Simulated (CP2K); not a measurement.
**ZrS: equation of state with PBEsol**

Crystal: ZrS.

```
Zr S
1.0
     3.71231    0.00000    0.00000
     1.85616    3.21496    0.00000
     1.85616    1.07165    3.03109
Zr S
1 1
Direct
  0.00000 0.00000 0.00000
  0.50000 0.50000 0.50000
```

```
Program             : CP2K 2026.2
Task                : equation of state
Functional          : PBEsol
Potentials or basis : POTENTIAL_UZH Zr GTH-PBE-q12, S GTH-PBE-q6; TZVP-MOLOPT-PBE-GTH basis
Density cutoff      : 6123 eV
k mesh              : 9 × 9 × 9
Occupations         : fermi-dirac, width 0.05 eV
Spin                : no spin polarisation
```

| Quantity | Value |
| --- | --- |
| Equilibrium volume | 17.38 Å³/atom |
| Bulk modulus | 149 GPa |
| Pressure derivative of the bulk modulus | 4.5 |

Energy against volume, from the lowest point:
| volume (Å³/atom) | energy (meV/atom) |
| --- | --- |
| 17.003 | 4.02 |
| 17.364 | 0.00 |
| 17.726 | 3.03 |
| 18.088 | 12.36 |
| 18.450 | 27.30 |
| 18.811 | 47.24 |
| 19.173 | 71.65 |

All runs of the series together: 6 min on 1 thread of Intel(R) Xeon(R) 6975P-C (Granite Rapids) (shared host).

Caveat: the potentials were made for another functional, which shifts forces and pressure; the basis of atomic orbitals isn't converged, which shifts pressures, moduli and gaps.
